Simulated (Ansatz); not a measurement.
**fcc against bcc along the alkaline-earth metals**

Theory: DFT, RPBE, plane waves (420 eV) with PAW, scalar-relativistic (Ansatz). The PAW files were generated under PBE, with cores re-solved for the functional.

Each structure is relaxed within its symmetry, in the lowest magnetic state of the tried starts. Differences under about 8 meV lie within the error of the k-point mesh.

```json
{"element": "Be", "E(fcc) − E(bcc) (meV/atom)": "-20", "V(fcc) (Å³/atom)": "8.10", "V(bcc) (Å³/atom)": "8.04", "state of fcc": "spin not included", "state of bcc": "spin not included"}
{"element": "Mg", "E(fcc) − E(bcc) (meV/atom)": "-15", "V(fcc) (Å³/atom)": "23.89", "V(bcc) (Å³/atom)": "23.69", "state of fcc": "spin not included", "state of bcc": "spin not included"}
{"element": "Ca", "E(fcc) − E(bcc) (meV/atom)": "?", "V(fcc) (Å³/atom)": "?", "V(bcc) (Å³/atom)": "?", "state of fcc": "?", "state of bcc": "?"}
{"element": "Sr", "E(fcc) − E(bcc) (meV/atom)": "-12", "V(fcc) (Å³/atom)": "58.43", "V(bcc) (Å³/atom)": "57.92", "state of fcc": "spin not included", "state of bcc": "spin not included"}
{"element": "Ba", "E(fcc) − E(bcc) (meV/atom)": "16", "V(fcc) (Å³/atom)": "69.30", "V(bcc) (Å³/atom)": "68.34", "state of fcc": "spin not included", "state of bcc": "spin not included"}
```

Problem. Fill in the row of Ca.

Solution. E(fcc) − E(bcc) (meV/atom): -15; V(fcc) (Å³/atom): 44.42; V(bcc) (Å³/atom): 44.46; state of fcc: spin not included; state of bcc: spin not included.
